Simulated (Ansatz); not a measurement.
Runs of Ansatz 0.2.0 on La2O3. The structure is trigonal, space group P-3m1 (No. 164). Conventional cell: a = 3.931 Å, b = 3.931 Å, c = 6.112 Å, α = 90.00°, β = 90.00°, γ = 120.00°. La (site symmetry 3m) has 4 O at 2.36 to 2.44 Å as nearest neighbours. O (site symmetry -3m) has 6 La at 2.72 Å as nearest neighbours. Around O (site symmetry 3m) lie 4 La at 2.36 to 2.44 Å. The cell is a database's computed one.

```tsv
level	gap on the mesh (eV)	pressure (GPa)	relaxed volume (Å³/atom)
PBEsol+D3(BJ)-ATM	3.83	0.0	15.61
PBEsol+D3(BJ)	3.84	0.0	15.57
PBEsol	(b)	0.0	15.96
PBEsol+D4	3.83	0.0	(a)
```

Alike in all rows: task relaxation of cell and atoms; potentials or basis Ansatz PAW; no spin polarisation; cell relaxed; k mesh 8 × 8 × 5; cutoff (eV) 420; smearing fermi-dirac 0.05 eV.

Problem. Fill in the values left out.

Solution. (a) 15.74; (b) 3.82.

Caveats: odd divisions of the mesh miss points on the zone boundary, where band edges often lie, so the gap on the mesh can be too wide; the plane-wave basis is chosen anew once the cell has moved, so the energies of steps on either side of that aren't comparable; spin-orbit coupling is left out, which moves the levels of the heavy elements; the PAW data sets come from PBE, with cores solved anew for the run's functional, which leaves a small shift of forces and pressure.

A k mesh can miss the band edges, and the runs leave out spin-orbit coupling on La.
